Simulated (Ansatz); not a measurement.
## SiNi: a film clamped to a substrate

Computed with DFT PBEsol, scalar-relativistic, plane waves, PAW (Ansatz 0.2.0). Cutoff 420 eV, Γ-centred 8×12×8 k-points, Gaussian smearing of 0.15 eV. No spin polarisation. A magnetic state may lie lower. Energies are free energies at this smearing, counted from the undisturbed cell; pressure is positive in compression.

Reference structure (relaxed at this level):

```yaml
crystal:
  lattice:
    - [5.08783, 0.00000, 0.00000]
    - [0.00000, 3.35777, 0.00000]
    - [0.00000, 0.00000, 5.52783]
  atoms:
    - { symbol: Si, position: [0.32143, 0.75000, 0.08656] }
    - { symbol: Si, position: [0.17857, 0.25000, 0.58656] }
    - { symbol: Si, position: [0.82143, 0.75000, 0.41344] }
    - { symbol: Si, position: [0.67857, 0.25000, 0.91344] }
    - { symbol: Ni, position: [0.00930, 0.25000, 0.18739] }
    - { symbol: Ni, position: [0.49070, 0.75000, 0.68739] }
    - { symbol: Ni, position: [0.50930, 0.25000, 0.31261] }
    - { symbol: Ni, position: [0.99070, 0.75000, 0.81261] }
```

The cell (8 atoms, V0 = 94.44 Å³) is strained by p along both x and y and by q along z, fractional coordinates fixed. τp = (1/V0) ∂E/∂p = (σxx + σyy)(1 + p)(1 + q) and τq = (1/V0) ∂E/∂q = σzz(1 + p)², with tension positive.

| p | q | ΔE (meV/atom) | τp (GPa) | τq (GPa) |
| --- | --- | --- | --- | --- |
| 0.000 | 0.000 | 0.00 | -0.22 | 0.16 |
| -0.030 | 0.000 | 34.15 | -32.06 | -8.21 |
| 0.030 | 0.000 | 27.59 | 24.02 | 7.26 |
| 0.000 | -0.030 | 10.71 | -8.58 | -10.12 |
| 0.000 | 0.030 | 10.16 | 6.88 | 8.74 |

**Question.** Get the second derivatives of the energy density.

**Answer.** Central differences give A = ∂τp/∂p = 935 GPa (C11 + C22 + 2 C12), C = ∂τq/∂q = 314 GPa (C33) and the cross term B = ∂τq/∂p = 258 GPa (C13 + C23); ∂τp/∂q = 258 GPa must equal B, and any difference shows higher-order terms. Steps this large leave an error of some per cent of A or C in all of these, which can swamp a small B. The ions are clamped.

**Question.** A film of this crystal grows with z along the normal on a substrate that imposes p. How does its thickness respond, and what does the misfit cost?

**Answer.** Count p and q from the stress-free cell. A free surface needs τq = 0, so q = −(B/C) p = -0.82 p. The energy density left is (A − B²/C) p²/2 = M p², with the biaxial modulus M = 362 GPa; a misfit of 1 % costs 2.66 meV/atom, against 3.44 meV/atom if the thickness were held.

Forces appear on the atoms along this scan, and letting them relax would lower the energy and soften the response. In a metal these slopes depend on the k mesh and the smearing.

Stretching SiNi in the plane pulls its free thickness inwards, but by too little to conserve volume, so a film under tensile misfit remains dilated. This contraction relieves only part of the misfit energy, lowering the cost at 1 % from 3.44 to 2.66 meV/atom. The remainder reflects resistance to changes in both volume and shape, as expected for a dense metallic silicide in which Ni 3d and Si 3p states form a three-dimensional bonding network.

Compression costs more than equal extension in both scans, most clearly in the plane, with 34.15 against 27.59 meV/atom. This is the usual anharmonicity of bonding: overlap repulsion rises steeply as atoms approach, while the restoring force weakens as they separate. A harmonic misfit energy therefore probably underestimates the cost of large compressive misfits and overestimates that of tensile ones.

Because x and y are inequivalent in this orthorhombic crystal but are strained equally, the biaxial modulus describes their combined response and can't show which in-plane direction carries more stress.
